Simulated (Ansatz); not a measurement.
TiO₂ (P4_2/mnm) under several functionals

**Experimental background.**

From “Phonon quarticity induced by changes in phonon-tracked hybridization during lattice expansion and its stabilization of rutile TiO2”, 2015, arxiv:1502.04667, for a powder of TiO2 at 300 K: lattice constant a 4.592 Å; lattice constant c 2.958 Å.

Plane-wave DFT in Ansatz with scalar-relativistic PAW potentials. The same structure was relaxed (cell and atoms, symmetry kept) in separate runs at each level; U_eff on d shells: Ti 4 eV. No spin polarisation.

| level | cutoff (eV) | k mesh | V (Å³/atom) | a (Å) | c (Å) | gap (eV) |
| --- | --- | --- | --- | --- | --- | --- |
| PBEsol | 420 | 6×6×10 | 10.325 | 4.591 | 2.939 | 1.87 |
| r2SCAN | 500 | 6×6×10 | 10.402 | 4.597 | 2.954 | 2.22 |
| r2SCAN+U | 500 | 6×6×8 | 10.543 | 4.597 | 2.993 | 2.70 |
| PBE | 420 | 6×6×10 | 10.650 | 4.643 | 2.964 | 1.86 |
| PBE+U | 420 | 6×6×10 | 10.789 | 4.640 | 3.006 | 2.26 |

Problem. Where does PBE+D3(BJ) (420 eV, k mesh 6×6×10) fall?

Solution. V (Å³/atom) 10.456, a (Å) 4.608, c (Å) 2.954, gap (eV) 1.87. Its volume is between those of r2SCAN and r2SCAN+U. The usual order of volumes, PBEsol < PBE, holds here (10.325, 10.650 Å³/atom). As a rule PBEsol, built on the gradient expansion of slowly varying densities, lies between LDA and PBE; PBE's stronger gradient term for exchange weakens bonds. Adding D3 to PBE changes the volume by -1.8 %; the term is attractive, so it pulls cells in. In ionic crystals its C6 for cations, set by coordination number and not by charge, is often too large, so it can pull in too far. The Hubbard U changes PBE's volume by 1.3 %; as a rule localising d electrons weakens their share of the bonding and swells the cell. r2SCAN lies 2.3 % under PBE in volume. Each gap belongs to its own cell, so it mixes the functional's effect with that of the volume; gaps are the least found on the k mesh or on a band path.

For PBE: Against the measured lattice constant a of TiO2, 4.592 Å (300 K; powder; quoted in “Phonon quarticity induced by changes in phonon-tracked hybridization during lattice expansion and its stabilization of rutile TiO2”, 2015, arxiv:1502.04667), the calculated 4.643 Å is off by +1.1 %. 3 values of this kind are on record in papers (4.592 to 4.594 Å); this one was drawn at random among those near their median. A measured lattice constant c of TiO2 is 2.958 Å (300 K; powder; quoted in “Phonon quarticity induced by changes in phonon-tracked hybridization during lattice expansion and its stabilization of rutile TiO2”, 2015, arxiv:1502.04667); the calculated 2.964 Å misses it by +0.2 %. 2 values of this kind are on record in papers (2.958 to 2.959 Å); this one was drawn at random among those near their median. The calculations are for 0 K without zero-point motion.